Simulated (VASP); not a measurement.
# BaTiO3 (P4mm) in VASP: a series of runs, part 2 of 2

VASP 6.6.1. The steps go on from the part before.

### 3 Dielectric tensor, PBEsol

Contents of INCAR:

```
PREC = Accurate ; ENCUT = 600
EDIFF = 1E-8 ; ISMEAR = 0
SIGMA = 0.01 ; LREAL = F
LASPH = T ; NELM = 100
ALGO = Normal ; ISIF = 2
LWAVE = F ; LCHARG = F
GGA = PS ; LEPSILON = T
```

Contents of KPOINTS:

```
Automatic mesh
0
Gamma
  4 4 4
```

Contents of POSCAR:

```
BaTiO3
1.0
    3.9998000000      0.0000000000      0.0000000000
    0.0000000000      3.9998000000      0.0000000000
    0.0000000000      0.0000000000      4.0180000000
Ba Ti O
1 1 3
Direct
    0.0000000000      0.0000000000      0.0000000000
    0.5000000000      0.5000000000      0.4900000000
    0.0000000000      0.5000000000      0.5170000000
    0.5000000000      0.0000000000      0.5170000000
    0.5000000000      0.5000000000      0.0190000000
```

Potentials or basis: VASP PAW PBE potentials, release 64 (Ba_sv, Ti_sv, O).

Started as:

```console
$ cat potpaw_PBE.64/Ba_sv/POTCAR potpaw_PBE.64/Ti_sv/POTCAR potpaw_PBE.64/O/POTCAR > POTCAR
$ mpirun -np 1 vasp_std > vasp.out
```

OUTCAR:

```text
PREC = Accurate
   ENCUT = 600
   EDIFF = 1E-8
   ISMEAR = 0
   LREAL = F
   LASPH = T
   NELM = 100
   ISIF = 2
   GGA = PS
   LEPSILON = T

 Found     18 irreducible k-points:

 Following reciprocal coordinates:
            Coordinates               Weight
  0.000000  0.000000  0.000000      1.000000
  0.250000  0.000000  0.000000      4.000000
  0.500000  0.000000  0.000000      2.000000
  0.250000  0.250000  0.000000      4.000000
  0.500000  0.250000  0.000000      4.000000
  0.500000  0.500000  0.000000      1.000000
   k-points           NKPTS =     18   k-points in BZ     NKDIM =     18   number of bands    NBANDS=     24
   number of dos      NEDOS =    301   number of ions     NIONS =      5
   total plane-waves  NPLWV =  32768
   dimension x,y,z NGX =    32 NGY =   32 NGZ =   32
   dimension x,y,z NGXF=    64 NGYF=   64 NGZF=   64
   ions per type =               1   1   3
   NGX,Y,Z   is equivalent  to a cutoff of  13.30, 13.30, 13.24 a.u.
   NGXF,Y,Z  is equivalent  to a cutoff of  26.60, 26.60, 26.48 a.u.
 SYSTEM =  unknown system
   PREC   = accura    normal or accurate (medium, high low for compatibility)
   ISTART =      0    job   : 0-new  1-cont  2-samecut
   ICHARG =      2    charge: 1-file 2-atom 10-const
   ISPIN  =      1    spin polarized calculation?
   LNONCOLLINEAR =      F non collinear calculations
   LSORBIT =      F    spin-orbit coupling
   LASPH  =      T    aspherical Exc in radial PAW
   ENCUT  =  600.0 eV  44.10 Ry    6.64 a.u.   7.99  7.99  8.02*2*pi/ulx,y,z
   NELM   =    100;   NELMIN=  2; NELMDL= -5     # of ELM steps
   EDIFF  = 0.1E-07   stopping-criterion for ELM
   LREAL  =      F    real-space projection
   EDIFFG = 0.1E-06   stopping-criterion for IOM
   NSW    =      0    number of steps for IOM
   IBRION =     -1    ionic relax: 0-MD 1-quasi-New 2-CG
   NFREE  =      0    steps in history (QN), initial steepest desc. (CG)
   ISIF   =      2    stress and relaxation
   ISYM   =      2    0-nonsym 1-usesym 2-fastsym
   POTIM  = 0.5000    time-step for ionic-motion
   TEBEG  =    0.0;   TEEND  =   0.0 temperature during run
   PSTRESS=    0.0 pullay stress
   NELECT =      40.0000    total number of electrons
   NUPDOWN=      -1.0000    fix difference up-down
[... 245 lines left out ...]
  free energy    TOTEN  =        -1.10268202 eV

  energy without entropy =       -1.10268202

------------------------ aborting loop because EDIFF is reached ----------------------------------------

--------------------------------------- Ionic step        2  -------------------------------------------

------------------------ aborting loop because EDIFF is reached ----------------------------------------

--------------------------------------- Ionic step        3  -------------------------------------------

 Free energy of the ion-electron system (eV)
  ---------------------------------------------------
  ---------------------------------------------------
  free energy    TOTEN  =        -1.03021169 eV

  energy without entropy =       -1.03021169

------------------------ aborting loop because EDIFF is reached ----------------------------------------

 PIEZOELECTRIC TENSOR FIELD DIRECTION 3  (e Angst)
 -----------------------------------------------------------------------------
    -0.48735  0.00000  0.00000           (  0.06758  0.00000  0.00000)
     0.00000 -0.48735  0.00000           (  0.00000  0.06758 -0.00000)
     0.00000  0.00000 -0.29247           (  0.00000 -0.00000 -0.68274)

 PIEZOELECTRIC TENSOR FIELD DIRECTION 3  (C/m^2)
 -----------------------------------------------------------------------------
    -0.12147  0.00000  0.00000
     0.00000 -0.12147  0.00000
     0.00000  0.00000 -0.07290

 MACROSCOPIC STATIC DIELECTRIC TENSOR (including local field effects in DFT)
 ------------------------------------------------------
           6.909083     0.000000     0.000000
           0.000000     6.909083     0.000000
           0.000000    -0.000000     6.501757
 ------------------------------------------------------

 PIEZOELECTRIC TENSOR (including local field effects)  for field in x, y, z        (e  Angst)
          XX          YY          ZZ          XY          YZ          ZX
  --------------------------------------------------------------------------------
  x     0.00000     0.00000     0.00000     0.00000     0.00000    -0.29543
  y    -0.00000     0.00000     0.00000     0.00000    -0.29542     0.00000
  z    -0.48735    -0.48735    -0.29247     0.00000     0.00000     0.00000

 PIEZOELECTRIC TENSOR (including local field effects)  for field in x, y, z        (C/m^2)
          XX          YY          ZZ          XY          YZ          ZX
  --------------------------------------------------------------------------------
  x     0.00000     0.00000     0.00000     0.00000     0.00000    -0.07363
  y    -0.00000     0.00000     0.00000     0.00000    -0.07363     0.00000
  z    -0.12147    -0.12147    -0.07290     0.00000     0.00000     0.00000

 BORN EFFECTIVE CHARGES (including local field effects) (in |e|, cummulative output)
 ---------------------------------------------------------------------------------
 ion    1
    1     2.76105     0.00000     0.00000
    2     0.00000     2.76105     0.00000
    3     0.00000     0.00000     2.81059
 ion    2
    1     7.48442     0.00000     0.00000
    2     0.00000     7.48442    -0.00000
    3     0.00000     0.00000     6.65162
 ion    3
    1    -5.94387     0.00000     0.00000
    2     0.00000    -2.23689     0.00000
    3     0.00000     0.00000    -2.02286
 ion    4
    1    -2.23689     0.00000     0.00000
    2     0.00000    -5.94387     0.00000
    3     0.00000     0.00000    -2.02286
 ion    5
    1    -2.06471     0.00000     0.00000
    2     0.00000    -2.06471     0.00000
    3     0.00000     0.00000    -5.41648
```

OSZICAR:

```text
N       E                     dE             d eps       ncg     rms          rms(c)
DAV:   1     0.490085440492E+03    0.49009E+03   -0.23055E+04   864   0.200E+03
DAV:   2     0.515386790720E+01   -0.48493E+03   -0.47678E+03  1032   0.525E+02
[... 12 lines left out ...]
RMM:  24    -0.103021711789E+01   -0.10534E-04   -0.52544E-05  1835   0.828E-04    0.580E-04
RMM:  25    -0.103021130466E+01    0.58132E-05   -0.37109E-05  1634   0.637E-04    0.897E-04
RMM:  26    -0.103021891423E+01   -0.76096E-05   -0.20078E-05  1634   0.500E-04    0.746E-04
RMM:  27    -0.103020924367E+01    0.96706E-05   -0.16175E-05  1775   0.515E-04    0.110E-03
RMM:  28    -0.103020875462E+01    0.48905E-06   -0.86285E-06   768   0.201E-04    0.116E-03
RMM:  29    -0.103020903846E+01   -0.28384E-06   -0.68493E-06   323   0.139E-04    0.116E-03
RMM:  30    -0.103021168845E+01   -0.26500E-05   -0.31649E-06   845   0.156E-04    0.110E-03
```

It took 10 min on 1 thread of Intel Xeon Platinum 8488C (Sapphire Rapids), shared host; peak memory 0.32 GiB.

These settings aren't checked as converged: the numbers below hold their error.

What came out:

```
Band gap on the k mesh                  : 1.72 eV, indirect (least direct gap 2.01 eV)
Electronic dielectric tensor (diagonal) : 6.91, 6.91, 6.50
Born charges (mean of the diagonal)     : Ba +2.78; Ti +7.21; O -3.40, -3.18 e
```

Caveat: the PAW data sets were made with another functional, which shifts forces and pressure a little; spin-orbit coupling is left out, which moves the levels of the heavy elements.

### 4 Dielectric tensor, PBEsol

INCAR: that of step 3 with these lines changed.

```diff
@@ -1,2 +1,2 @@
-PREC = Accurate ; ENCUT = 600
+PREC = Accurate ; ENCUT = 300
 EDIFF = 1E-8 ; ISMEAR = 0
```

Contents of KPOINTS:

```
Automatic mesh
0
Gamma
  7 7 7
```

POSCAR is that of step 3.

Potentials or basis: VASP PAW PBE potentials, release 64 (Ba_sv, Ti_sv, O).

Started as:

```console
$ cat potpaw_PBE.64/Ba_sv/POTCAR potpaw_PBE.64/Ti_sv/POTCAR potpaw_PBE.64/O/POTCAR > POTCAR
$ mpirun -np 1 vasp_std > vasp.out
```

OUTCAR:

```text
PREC = Accurate
   ENCUT = 300
   EDIFF = 1E-8
   ISMEAR = 0
   LREAL = F
   LASPH = T
   NELM = 100
   ISIF = 2
   GGA = PS
   LEPSILON = T

 Found     40 irreducible k-points:

 Following reciprocal coordinates:
            Coordinates               Weight
  0.000000  0.000000  0.000000      1.000000
  0.142857  0.000000  0.000000      4.000000
  0.285714  0.000000  0.000000      4.000000
  0.428571  0.000000  0.000000      4.000000
  0.142857  0.142857  0.000000      4.000000
  0.285714  0.142857  0.000000      8.000000
   k-points           NKPTS =     40   k-points in BZ     NKDIM =     40   number of bands    NBANDS=     24
   number of dos      NEDOS =    301   number of ions     NIONS =      5
   total plane-waves  NPLWV =  13824
   dimension x,y,z NGX =    24 NGY =   24 NGZ =   24
   dimension x,y,z NGXF=    48 NGYF=   48 NGZF=   48
   ions per type =               1   1   3
   NGX,Y,Z   is equivalent  to a cutoff of   9.98,  9.98,  9.93 a.u.
   NGXF,Y,Z  is equivalent  to a cutoff of  19.95, 19.95, 19.86 a.u.
 SYSTEM =  unknown system
   PREC   = accura    normal or accurate (medium, high low for compatibility)
   ISTART =      0    job   : 0-new  1-cont  2-samecut
   ICHARG =      2    charge: 1-file 2-atom 10-const
   ISPIN  =      1    spin polarized calculation?
   LNONCOLLINEAR =      F non collinear calculations
   LSORBIT =      F    spin-orbit coupling
   LASPH  =      T    aspherical Exc in radial PAW
   ENCUT  =  300.0 eV  22.05 Ry    4.70 a.u.   5.65  5.65  5.67*2*pi/ulx,y,z
   NELM   =    100;   NELMIN=  2; NELMDL= -5     # of ELM steps
[... 283 lines left out ...]
     0.00000 -0.52247 -0.00000           (  0.00000  0.07378  0.00000)
     0.00000  0.00000 -0.27405           (  0.00000  0.00000 -0.67945)

 PIEZOELECTRIC TENSOR FIELD DIRECTION 3  (C/m^2)
 -----------------------------------------------------------------------------
    -0.13022  0.00000  0.00000
     0.00000 -0.13022 -0.00000
     0.00000  0.00000 -0.06831

 MACROSCOPIC STATIC DIELECTRIC TENSOR (including local field effects in DFT)
 ------------------------------------------------------
           6.629730     0.000000     0.000000
           0.000000     6.629730    -0.000000
           0.000000     0.000000     6.197113
 ------------------------------------------------------

 PIEZOELECTRIC TENSOR (including local field effects)  for field in x, y, z        (e  Angst)
          XX          YY          ZZ          XY          YZ          ZX
  --------------------------------------------------------------------------------
  x     0.00000     0.00000     0.00000     0.00000     0.00000    -0.23387
  y    -0.00000    -0.00000    -0.00000     0.00000    -0.23387     0.00000
  z    -0.52247    -0.52247    -0.27405     0.00000     0.00000     0.00000

 PIEZOELECTRIC TENSOR (including local field effects)  for field in x, y, z        (C/m^2)
          XX          YY          ZZ          XY          YZ          ZX
  --------------------------------------------------------------------------------
  x     0.00000     0.00000     0.00000     0.00000     0.00000    -0.05829
  y    -0.00000    -0.00000    -0.00000     0.00000    -0.05829     0.00000
  z    -0.13022    -0.13022    -0.06831     0.00000     0.00000     0.00000

 BORN EFFECTIVE CHARGES (including local field effects) (in |e|, cummulative output)
 ---------------------------------------------------------------------------------
 ion    1
    1     2.70220     0.00000     0.00000
    2     0.00000     2.70220     0.00000
    3     0.00000     0.00000     2.75263
 ion    2
    1     7.25197     0.00000     0.00000
    2     0.00000     7.25197    -0.00000
    3     0.00000     0.00000     6.51588
 ion    3
    1    -5.76775     0.00000     0.00000
    2     0.00000    -2.13981    -0.00000
    3     0.00000     0.00000    -2.01740
 ion    4
    1    -2.13981     0.00000     0.00000
    2     0.00000    -5.76775    -0.00000
    3     0.00000     0.00000    -2.01740
 ion    5
    1    -2.04661     0.00000     0.00000
    2     0.00000    -2.04661     0.00000
    3     0.00000     0.00000    -5.23372
```

stdout:

```text
POSCAR found type information on POSCAR BaTiO
 POSCAR found :  3 types and       5 ions
 scaLAPACK will be used
 -----------------------------------------------------------------------------
|                                                                             |
[... 28 lines left out ...]
 dielectric tensor                  component  3 :    -0.871    -0.571     6.592
 Linear response to external field, progress :
  Direction:   1
 dielectric tensor                  component  1 :     6.630    -0.089     0.000
 Linear response to external field, progress :
  Direction:   2
 dielectric tensor                  component  2 :    -0.414     6.629     0.001
 Linear response to external field, progress :
  Direction:   3
 dielectric tensor                  component  3 :    -0.867    -0.577     6.197
 Born effective charges drift removed
```

It took 7.5 min on 1 thread of Intel Xeon Platinum 8488C (Sapphire Rapids), shared host; peak memory 0.29 GiB.

The run converged, but a check on its numbers failed (symmetry, net force, bounds or a known fault of this set-up), so they aren't taken as properties of the crystal.

Caveat: the cutoff lies under the usual one of these potentials, so the numbers hold a large basis-set error; the PAW data sets were made with another functional, which shifts forces and pressure a little; spin-orbit coupling is left out, which moves the levels of the heavy elements; an odd mesh through Γ misses points on the zone boundary, where band edges often lie.

### 5 For comparison

An earlier run on the cell as given: functional PBEsol; potentials or basis VASP PAW PBE potentials, release 64 (Ba_sv, Ti_sv, O); cutoff 520 eV; k mesh 7 × 7 × 7; occupations fermi-dirac, width 0.05 eV; no spin polarisation.

* Pressure: -2.0 GPa
* Largest force: 0.323 eV/Å
* Band gap on the k mesh: 1.82 eV, indirect (least direct gap 2.02 eV)
